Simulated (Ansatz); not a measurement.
## W, diamond: how the functional moves the structure

All rows: Ansatz, plane waves with scalar-relativistic PAW, 420 eV (500 eV for the SCAN forms), relaxed under each functional, no dispersion correction, no zero-point motion. B₀ comes from uniform scaling at fixed shape; a dash is a value not given.

```csv
functional,V (Å³/atom),cell,B₀ (GPa),magnetic state,ΔE to bcc (meV/atom)
PBE,24.80,a = 5.832 Å,120,spin not included,2656
r²SCAN,24.28,a = 5.792 Å,125,spin not included,2842
PBEsol,23.87,a = 5.758 Å,130,spin not included,2828
revPBE,25.12,a = 5.858 Å,116,spin not included,2620
RPBE,25.25,a = 5.868 Å,115,spin not included,2606
```

(1) What does BLYP give?

Answers

(1) V (Å³/atom): 25.87; cell: a = 5.915 Å; B₀ (GPa): 109; magnetic state: spin not included; ΔE to bcc (meV/atom): 1998.
